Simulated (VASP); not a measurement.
# Te (P3_121) in VASP: settings compared

Aim: see how the results for Te move with the level of theory and the settings. Levels: PBE, HSE06. Tasks: single point.

All numbers are computed with VASP 6.6.1; they aren't measurements. Logs are shortened: lines on timing, memory, paths and dates and some standing lists are left out, and cuts for length are marked.

### 1 Starting point

Symmetry: P3_121, No. 152, trigonal system. Conventional cell: a = 4.254 Å, b = 4.254 Å, c = 5.951 Å, α = 90.00°, β = 90.00°, γ = 120.00°. Around Te (site symmetry 2) lie 2 Te at 2.87 Å.

The cell was built by a generator and needn't be a form met in nature.

### 2 Single point, PBE, non-collinear spin, zero start, spin-orbit coupling

Contents of INCAR:

```
PREC = Accurate ; ENCUT = 300
EDIFF = 1E-6 ; ISMEAR = 0
SIGMA = 0.01 ; LREAL = F
LASPH = T ; NELM = 60
ALGO = Normal ; ISIF = 2
LWAVE = F ; LCHARG = F
MAGMOM = 0 0 0 0 0 0 0 0 0 ; LORBIT = 11
LSORBIT = T ; GGA_COMPAT = F
GGA = PE
```

Contents of KPOINTS:

```
Automatic mesh
0
Gamma
  9 9 6
```

Contents of POSCAR:

```
Te
1.0
    4.2538039000      0.0000000000      0.0000000000
   -2.1269020000      3.6839022000      0.0000000000
    0.0000000000      0.0000000000      5.9510180000
Te
3
Direct
    0.2823233000      0.0000000000      0.3333334000
    0.0000001000      0.2823235000      0.6666666000
    0.7176767000      0.7176768000      0.0000000000
```

Potentials or basis: VASP PAW PBE potentials, release 64 (Te).

Command:

```sh
$ cat potpaw_PBE.64/Te/POTCAR > POTCAR
$ mpirun -np 1 vasp_ncl > vasp.out
```

OUTCAR:

```text
PREC = Accurate
   ENCUT = 300
   EDIFF = 1E-6
   ISMEAR = 0
   LREAL = F
   LASPH = T
   NELM = 60
   ISIF = 2
   LORBIT = 11
   LSORBIT = T
   GGA = PE

 ion  position               nearest neighbor table
   1  0.282  0.000  0.333-   2 2.87   3 2.87   2 3.32   2 3.32   3 3.32   3 3.32
   2  0.000  0.282  0.667-   1 2.87   3 2.87   1 3.32   1 3.32   3 3.32   3 3.32
   3  0.718  0.718  0.000-   1 2.87   2 2.87   2 3.32   1 3.32   2 3.32   1 3.32

  LATTYP: Found a hexagonal cell.
 ALAT       =     4.2538039000
 C/A-ratio  =     1.3989873863

  Lattice vectors:

 A1 = (   4.2538039000,   0.0000000000,   0.0000000000)
 A2 = (  -2.1269020000,   3.6839022000,   0.0000000000)
 A3 = (   0.0000000000,   0.0000000000,   5.9510180000)

Analysis of symmetry for initial positions (statically):
=====================================================================
 Subroutine PRICEL returns:
 Original cell was already a primitive cell.

 Routine SETGRP: Setting up the symmetry group for a
 hexagonal supercell.

 Subroutine GETGRP returns: Found  6 space group operations
 (whereof  2 operations were pure point group operations)
 out of a pool of 24 trial point group operations.

The static configuration has the point symmetry C_2 .
 The point group associated with its full space group is D_3 .

Analysis of symmetry for dynamics (positions and initial velocities):
=====================================================================
 Subroutine PRICEL returns:
 Original cell was already a primitive cell.

 Routine SETGRP: Setting up the symmetry group for a
 hexagonal supercell.

 Subroutine GETGRP returns: Found  6 space group operations
 (whereof  2 operations were pure point group operations)
 out of a pool of 24 trial point group operations.

The dynamic configuration has the point symmetry C_2 .
 The point group associated with its full space group is D_3 .

Analysis of structural, dynamic, and magnetic symmetry:
=====================================================================
 Subroutine PRICEL returns:
 Original cell was already a primitive cell.

[... 873 lines left out ...]
  --------------------------------------------------------------------------------------
  -------------------------------------------------------------------------------------
  Total        2.6159098      2.6159097      3.0540524     -0.0000000      0.0000000      0.0000000
  in kB       44.9424267     44.9424258     52.4699019     -0.0000006      0.0000000      0.0000000
  external PRESSURE =      47.4515848 kB  Pullay stress =       0.0000000 kB

 VOLUME and BASIS-vectors are now :
 -----------------------------------------------------------------------------
  energy-cutoff  :      300.00
  volume of cell :       93.26
      direct lattice vectors                 reciprocal lattice vectors
     4.253803900  0.000000000  0.000000000     0.235083709  0.135725648  0.000000000
    -2.126902000  3.683902200  0.000000000     0.000000000  0.271451289  0.000000000
     0.000000000  0.000000000  5.951018000     0.000000000  0.000000000  0.168038477

 POSITION                                       TOTAL-FORCE (eV/Angst)
 -----------------------------------------------------------------------------------
      1.20095      0.00000      1.98367         0.204596      0.000000     -0.000000
     -0.60047      1.04005      3.96734        -0.102298      0.177186      0.000000
      1.52643      2.64385      0.00000        -0.102298     -0.177186     -0.000000
 -----------------------------------------------------------------------------------
    total drift:                               -0.000063     -0.000039      0.000019

  FREE ENERGIE OF THE ION-ELECTRON SYSTEM (eV)
  ---------------------------------------------------
  free  energy   TOTEN  =        -9.6491175402 eV

  energy  without entropy=       -9.6490943224  energy(sigma->0) =       -9.64910593

 Spin-Orbit-Coupling matrix elements

 Ion:    1  E_soc:     -0.2297466
 l=   1
     0.0000000    -0.0394148    -0.0386799
    -0.0394148     0.0000000    -0.0363628
    -0.0386799    -0.0363628     0.0000000
 l=   2
     0.0000000    -0.0000304     0.0000000    -0.0000306    -0.0000642
    -0.0000304     0.0000000    -0.0000555    -0.0000631    -0.0000289
     0.0000000    -0.0000555     0.0000000    -0.0001187     0.0000000
    -0.0000306    -0.0000631    -0.0001187     0.0000000    -0.0000244
    -0.0000642    -0.0000289     0.0000000    -0.0000244     0.0000000
 l=   3
     0.0000000     0.0000000     0.0000000     0.0000000     0.0000000     0.0000000     0.0000000
     0.0000000     0.0000000     0.0000000     0.0000000     0.0000000     0.0000000     0.0000000
     0.0000000     0.0000000     0.0000000     0.0000000     0.0000000     0.0000000     0.0000000
     0.0000000     0.0000000     0.0000000     0.0000000     0.0000000     0.0000000     0.0000000
[... 29 lines left out ...]
 l=   2
     0.0000000    -0.0000277     0.0000000    -0.0000276    -0.0000642
    -0.0000277     0.0000000    -0.0001029    -0.0000631    -0.0000284
     0.0000000    -0.0001029     0.0000000    -0.0000713     0.0000000
    -0.0000276    -0.0000631    -0.0000713     0.0000000    -0.0000307
    -0.0000642    -0.0000284     0.0000000    -0.0000307     0.0000000
 l=   3
     0.0000000     0.0000000     0.0000000     0.0000000     0.0000000     0.0000000     0.0000000
     0.0000000     0.0000000     0.0000000     0.0000000     0.0000000     0.0000000     0.0000000
     0.0000000     0.0000000     0.0000000     0.0000000     0.0000000     0.0000000     0.0000000
     0.0000000     0.0000000     0.0000000     0.0000000     0.0000000     0.0000000     0.0000000
     0.0000000     0.0000000     0.0000000     0.0000000     0.0000000     0.0000000     0.0000000
     0.0000000     0.0000000     0.0000000     0.0000000     0.0000000     0.0000000     0.0000000
     0.0000000     0.0000000     0.0000000     0.0000000     0.0000000     0.0000000     0.0000000

 total charge

# of ion       s       p       d       tot
------------------------------------------
    1        1.438   1.823   0.051   3.312
    2        1.438   1.823   0.051   3.312
    3        1.438   1.823   0.051   3.312
--------------------------------------------------
tot          4.315   5.468   0.152   9.936

 magnetization (x)

# of ion       s       p       d       tot
------------------------------------------
    1        0.000  -0.000  -0.000  -0.000
    2       -0.000   0.000   0.000   0.000
    3       -0.000   0.000   0.000   0.000
--------------------------------------------------
tot         -0.000  -0.000  -0.000  -0.000

 magnetization (y)

# of ion       s       p       d       tot
------------------------------------------
    1        0.000  -0.000  -0.000  -0.000
    2        0.000  -0.000  -0.000  -0.000
    3       -0.000   0.000   0.000   0.000
--------------------------------------------------
tot          0.000  -0.000  -0.000  -0.000

 magnetization (z)

# of ion       s       p       d       tot
------------------------------------------
    1       -0.000   0.000  -0.000  -0.000
    2        0.000   0.000   0.000   0.000
    3        0.000   0.000   0.000   0.000
--------------------------------------------------
tot          0.000   0.000  -0.000   0.000
```

stdout:

```text
POSCAR found type information on POSCAR Te
 POSCAR found :  1 types and       3 ions
 scaLAPACK will be used
 LDA part: xc-table for (Slater+PW92), standard interpolation
 POSCAR, INCAR and KPOINTS ok, starting setup
 FFT: planning ... GRIDC
 FFT: planning ... GRID_SOFT
 FFT: planning ... GRID
 WAVECAR not read
 entering main loop
```

Wall time 73 s (1 thread of Intel Xeon 6975P-C (Granite Rapids), shared host); peak memory 0.31 GiB.

Results:

| Quantity | Value |
| --- | --- |
| Free energy | -9.6491 eV |
| Pressure | 4.7 GPa |
| Largest force | 0.205 eV/Å |
| Net moment | 0.00 μB per cell |
| Valence electrons inside the program's atomic spheres | Te 3.31 |

Forces in eV/Å, atoms in the order of the input:
```
Te   0.205  0.000  0.000
Te  -0.102  0.177  0.000
Te  -0.102 -0.177  0.000
```

Stress tensor (GPa, compression positive):
```
4.49 0.00 0.00
0.00 4.49 0.00
0.00 0.00 5.25
```

Moments on the atoms (μB; x, y, z):
```
Te  0.00 0.00 0.00
Te  0.00 0.00 0.00
Te  0.00 0.00 0.00
```

### 3 Single point, PBE, non-collinear spin, zero start, spin-orbit coupling

This run uses another cell than the first one, of 31.84 Å³/atom, 1.024 times its volume.

Contents of INCAR:

```
SYSTEM = Te
PREC = Accurate ; ENCUT = 300
EDIFF = 1E-6 ; ISMEAR = 0
SIGMA = 0.01 ; LREAL = .False.
LASPH = .True. ; NELM = 80
ALGO = Normal ; ISIF = 2
LWAVE = .False. ; LCHARG = .True.
LNONCOLLINEAR = .True. ; MAGMOM = 0 0 0 0 0 0 0 0 0
LORBIT = 11 ; LSORBIT = .True.
GGA_COMPAT = .False. ; GGA = PE
LVHAR = .True. ; NBANDS = 31
```

Contents of KPOINTS:

```
Automatic mesh
0
Gamma
  9 9 6
  0 0 0
```

Contents of POSCAR:

```
Te
1.0
    4.3046280000      0.0000000000      0.0000000000
   -2.1523140000      3.7279172000      0.0000000000
    0.0000000000      0.0000000000      5.9514709000
Te
3
Direct
    0.2781641000      0.0000000000      0.3333334000
    0.9999999000      0.2781642000      0.6666666000
    0.7218357000      0.7218358000      0.0000000000
```

Potentials or basis: VASP PAW PBE potentials, release 64 (Te).

Command:

```sh
$ cat potpaw_PBE.64/Te/POTCAR > POTCAR
$ mpirun -np 1 vasp_ncl > vasp.out
```

It took 2.9 min on 1 thread of Intel Xeon Platinum 8259CL at 2.50GHz (Skylake/Cascade Lake), shared host; peak memory 0.34 GiB.

The run converged. Its results:

* Free energy: -9.6942 eV
* Pressure: 3.8 GPa
* Largest force: 0.219 eV/Å
* Net moment: 0.00 μB per cell
* Valence electrons inside the program's atomic spheres: Te 3.31

Forces in eV/Å, atoms in the order of the input:
```
Te   0.219  0.000  0.000
Te  -0.110  0.190  0.000
Te  -0.110 -0.190  0.000
```

Stress tensor (GPa, compression positive):
```
3.55 0.00 0.00
0.00 3.55 0.00
0.00 0.00 4.27
```

Moments on the atoms (μB; x, y, z):
```
Te  0.00 0.00 0.00
Te  0.00 0.00 0.00
Te  0.00 0.00 0.00
```

### 4 Single point, PBE, non-collinear spin, zero start, spin-orbit coupling

This run uses another cell than the first one, of 32.43 Å³/atom, 1.043 times its volume.

Contents of INCAR:

```
SYSTEM = Te
PREC = Accurate
ENCUT = 300
EDIFF = 1E-6
ISMEAR = 0
SIGMA = 0.01
LREAL = .False.
LASPH = .True.
NELM = 60
ALGO = Fast
ISIF = 2
LWAVE = .False.
LCHARG = .True.
LNONCOLLINEAR = .True.
MAGMOM = 0 0 0 0 0 0 0 0 0
LORBIT = 11
LSORBIT = .True.
GGA_COMPAT = .False.
GGA = PE
LVHAR = .True.
NBANDS = 31
```

KPOINTS is that of step 3.

Contents of POSCAR:

```
Te
1.0
    4.3377453000      0.0000000000      0.0000000000
   -2.1688727000      3.7565976000      0.0000000000
    0.0000000000      0.0000000000      5.9709527000
Te
3
Direct
    0.2832193000      0.0000000000      0.3333334000
    0.0000001000      0.2832193000      0.6666666000
    0.7167807000      0.7167808000      0.0000000000
```

Command:

```sh
$ cat potpaw_PBE.64/Te/POTCAR > POTCAR
$ mpirun -np 1 vasp_ncl > vasp.out
```

It took 2.1 min on 1 thread of Intel Xeon 6975P-C (Granite Rapids), shared host; peak memory 0.38 GiB.

The run converged. Its results:

```
Free energy                                           : -9.7351 eV
Pressure                                              : 2.3 GPa
Largest force                                         : 0.027 eV/Å
Net moment                                            : 0.00 μB per cell
Valence electrons inside the program's atomic spheres : Te 3.29
```

Forces in eV/Å, atoms in the order of the input:
```
Te   0.027  0.000  0.000
Te  -0.014  0.024  0.000
Te  -0.014 -0.024  0.000
```

Stress tensor (GPa, compression positive):
```
2.20 0.00 0.00
0.00 2.20 0.00
0.00 0.00 2.49
```

Moments on the atoms (μB; x, y, z):
```
Te  0.00 0.00 0.00
Te  0.00 0.00 0.00
Te  0.00 0.00 0.00
```

### 5 Single point, HSE06, non-collinear spin, zero start, spin-orbit coupling

This run uses another cell than the first one, of 32.43 Å³/atom, 1.043 times its volume.

POSCAR is that of step 4.

Contents of INCAR.step1:

```
SYSTEM = Te
PREC = Accurate
ENCUT = 300
EDIFF = 1E-5
ISMEAR = 0
SIGMA = 0.01
LREAL = .False.
LASPH = .True.
NELM = 100
ALGO = Normal
ISIF = 2
LWAVE = .True.
MAGMOM = 0 0 0 0 0 0 0 0 0
LORBIT = 11
LSORBIT = .True.
GGA_COMPAT = .False.
GGA = PE
```

Contents of INCAR.step2:

```
SYSTEM = Te
PREC = Accurate
ENCUT = 300
EDIFF = 1E-6
ISMEAR = 0
SIGMA = 0.01
LREAL = .False.
LASPH = .True.
NELM = 100
ALGO = Normal
ISIF = 2
LWAVE = .False.
LCHARG = .True.
MAGMOM = 0 0 0 0 0 0 0 0 0
LORBIT = 11
LSORBIT = .True.
GGA_COMPAT = .False.
GGA = PE
LHFCALC = .True.
HFSCREEN = 0.2
PRECFOCK = Fast
LVHAR = .True.
ISTART = 1
```

Contents of KPOINTS:

```
Automatic mesh
0
Gamma
  3 3 2
  0 0 0
```

Potentials or basis: VASP PAW PBE potentials, release 64 (Te).

Command:

```sh
$ cat potpaw_PBE.64/Te/POTCAR > POTCAR
$ cp INCAR.step1 INCAR
$ mpirun -np 1 vasp_ncl > vasp.out
$ cp INCAR.step2 INCAR
$ mpirun -np 1 vasp_ncl > vasp.out
```

OUTCAR:

```text
SYSTEM = Te
   PREC = Accurate
   ENCUT = 300
   EDIFF = 1E-6
   ISMEAR = 0
   LREAL = .False.
   LASPH = .True.
   NELM = 100
   ISIF = 2
   LORBIT = 11
   LSORBIT = .True.
   GGA = PE
   LHFCALC = .True.
   HFSCREEN = 0.2
   PRECFOCK = Fast
   ISTART = 1

 ion  position               nearest neighbor table
   1  0.283  0.000  0.333-   2 2.91   3 2.91   2 3.36   2 3.36   3 3.36   3 3.36
   2  0.000  0.283  0.667-   1 2.91   3 2.91   1 3.36   1 3.36   3 3.36   3 3.36
   3  0.717  0.717  0.000-   2 2.91   1 2.91   1 3.36   2 3.36   1 3.36   2 3.36

  LATTYP: Found a hexagonal cell.
 ALAT       =     4.3377453000
 C/A-ratio  =     1.3765106725

  Lattice vectors:

 A1 = (   4.3377453000,   0.0000000000,   0.0000000000)
[... 520 lines left out ...]
     0.0000000     0.0000000     0.0000000     0.0000000     0.0000000     0.0000000     0.0000000
     0.0000000     0.0000000     0.0000000     0.0000000     0.0000000     0.0000000     0.0000000
     0.0000000     0.0000000     0.0000000     0.0000000     0.0000000     0.0000000     0.0000000
     0.0000000     0.0000000     0.0000000     0.0000000     0.0000000     0.0000000     0.0000000
     0.0000000     0.0000000     0.0000000     0.0000000     0.0000000     0.0000000     0.0000000

 total charge

# of ion       s       p       d       tot
------------------------------------------
    1        1.395   1.920   0.046   3.361
    2        1.395   1.920   0.046   3.361
    3        1.395   1.920   0.046   3.361
--------------------------------------------------
tot          4.186   5.760   0.137  10.083

 magnetization (x)

# of ion       s       p       d       tot
------------------------------------------
    1       -0.000   0.000  -0.000   0.000
    2        0.000  -0.000   0.000  -0.000
    3        0.000  -0.000   0.000  -0.000
--------------------------------------------------
tot         -0.000  -0.000  -0.000  -0.000

 magnetization (y)

# of ion       s       p       d       tot
------------------------------------------
    1       -0.000   0.000  -0.000   0.000
    2       -0.000   0.000  -0.000   0.000
    3        0.000  -0.000   0.000  -0.000
--------------------------------------------------
tot         -0.000   0.000  -0.000   0.000

 magnetization (z)

# of ion       s       p       d       tot
------------------------------------------
    1        0.000   0.000  -0.000   0.000
    2        0.000  -0.000   0.000  -0.000
    3        0.000   0.000   0.000   0.000
--------------------------------------------------
tot          0.000  -0.000  -0.000  -0.000
```

OSZICAR.step1:

```text
N       E                     dE             d eps       ncg     rms          rms(c)
DAV:   1     0.650566274140E+02    0.65057E+02   -0.47225E+03   416   0.718E+02
DAV:   2    -0.448319725890E+01   -0.69540E+02   -0.66622E+02   542   0.145E+02
DAV:   3    -0.939342644626E+01   -0.49102E+01   -0.48555E+01   506   0.412E+01
DAV:   4    -0.950029929954E+01   -0.10687E+00   -0.10657E+00   506   0.723E+00
DAV:   5    -0.950136680655E+01   -0.10675E-02   -0.10673E-02   472   0.759E-01    0.133E+01
DAV:   6    -0.949562405113E+01    0.57428E-02   -0.94715E-03   448   0.697E-01    0.821E+00
DAV:   7    -0.949506357607E+01    0.56048E-03   -0.11830E-02   440   0.795E-01    0.353E+00
DAV:   8    -0.949592237434E+01   -0.85880E-03   -0.15817E-03   486   0.284E-01    0.172E-01
DAV:   9    -0.949587474255E+01    0.47632E-04   -0.18500E-04   428   0.901E-02    0.582E-02
DAV:  10    -0.949592238060E+01   -0.47638E-04   -0.87500E-05   462   0.608E-02    0.302E-02
DAV:  11    -0.949592844915E+01   -0.60685E-05   -0.54191E-06   238   0.156E-02
   1 F= -.94959284E+01 E0= -.94956150E+01  d E =-.626877E-03  mag=    -0.0000    -0.0000     0.0000
```

Wall time 5 min (1 thread of Intel Xeon Platinum 8488C (Sapphire Rapids), shared host); peak memory 0.36 GiB.

What came out:

| Item | Value |
| --- | --- |
| Free energy | -11.9491 eV |
| Pressure | 0.5 GPa |
| Largest force | 0.740 eV/Å |
| Net moment | 0.00 μB per cell |
| Valence electrons inside the program's atomic spheres | Te 3.36 |

Forces on the atoms (eV/Å):
```
Te  -0.740  0.000  0.000
Te   0.370 -0.641  0.000
Te   0.370  0.641  0.000
```

Stress tensor (GPa, compression positive):
```
 1.26  0.00  0.00
 0.00  1.26  0.00
 0.00  0.00 -0.90
```

Moments on the atoms (μB; x, y, z):
```
Te  0.00 0.00 0.00
Te  0.00 0.00 0.00
Te  0.00 0.00 0.00
```

Caveat: the k mesh is coarse (spacing up to 0.56 Å⁻¹), so the values aren't converged, least of all with exact exchange; the PAW data sets were made with another functional, which shifts forces and pressure a little.

### 6 Single point, PBE, non-collinear spin, zero start, spin-orbit coupling

This run uses another cell than the first one, of 35.02 Å³/atom, 1.127 times its volume.

Contents of INCAR:

```
SYSTEM = Te
ALGO = Fast ; EDIFF = 1E-6
ENCUT = 300 ; GGA = PE
GGA_COMPAT = .False. ; ISIF = 2
ISMEAR = 0 ; LASPH = .True.
LCHARG = .False. ; LORBIT = 11
LREAL = .False. ; LSORBIT = .True.
LWAVE = .False. ; MAGMOM = 0 0 0 0 0 0 0 0 0
NBANDS = 31 ; NELM = 100
PREC = Accurate ; SIGMA = 0.01
```

Contents of KPOINTS:

```
k-points
0
Gamma
  9 9 6
  0 0 0
```

Contents of POSCAR:

```
Te
1.0
    4.5128075000      0.0000000000      0.0000000000
   -2.2564038000      3.9082060000      0.0000000000
    0.0000000000      0.0000000000      5.9576380000
Te
3
Direct
    0.2690221000      0.0000000000      0.3333333000
    0.9999999000      0.2690222000      0.6666667000
    0.7309778000      0.7309779000      0.0000000000
```

Potentials or basis: VASP PAW PBE potentials, release 64 (Te).

Command:

```sh
$ cat potpaw_PBE.64/Te/POTCAR > POTCAR
$ mpirun -np 1 vasp_ncl > vasp.out
```

Run time: 4.7 min. Hardware: 1 thread of Intel Xeon Platinum 8259CL at 2.50GHz (Skylake/Cascade Lake), shared host; peak memory 0.39 GiB.

The run converged. Its results:

```
Free energy                                           : -9.7824 eV
Pressure                                              : 0.3 GPa
Largest force                                         : 0.034 eV/Å
Net moment                                            : 0.00 μB per cell
Valence electrons inside the program's atomic spheres : Te 3.28
```

Forces on the atoms (eV/Å):
```
Te   0.034  0.000  0.000
Te  -0.017  0.030  0.000
Te  -0.017 -0.030  0.000
```

Stress tensor (GPa, compression positive):
```
0.23 0.00 0.00
0.00 0.23 0.00
0.00 0.00 0.46
```

Moments on the atoms (μB; x, y, z):
```
Te  0.00 0.00 0.00
Te  0.00 0.00 0.00
Te  0.00 0.00 0.00
```

### 7 The runs side by side

```csv
level,cell,k mesh,pressure (GPa),geometry from,grid for exact exchange (PRECFOCK),screening parameter,mesh quality,pressure (GPa),moment (μB),largest force (eV/Å)
PBE,"P3_121, 31.09 Å³/atom",9 × 9 × 6,4,r2SCAN,-,-,not flagged,4.7,0.00,0.20
PBE,"P3_121, 31.84 Å³/atom",9 × 9 × 6,3,r2SCAN,-,-,not flagged,3.8,0.00,0.22
PBE,"P3_121, 32.43 Å³/atom",9 × 9 × 6,2,PBE,-,-,not flagged,2.3,0.00,0.03
HSE06,"P3_121, 32.43 Å³/atom",3 × 3 × 2,2,PBE,Fast,0.2 1/A,coarse,0.5,0.00,0.74
PBE,"P3_121, 35.02 Å³/atom",9 × 9 × 6,0,PBE,-,-,not flagged,0.3,0.00,0.03
```

Alike in all rows: task single point; potentials or basis VASP PAW PBE potentials, release 64 (Te); spin non-collinear, zero start, SOC; cutoff (eV) 300; smearing gaussian 0.01 eV.

Caveats: some runs use coarse meshes; the PAW data sets were made with another functional, which shifts forces and pressure a little (some runs).

Absolute energies hang on the potentials; compare differences alone.
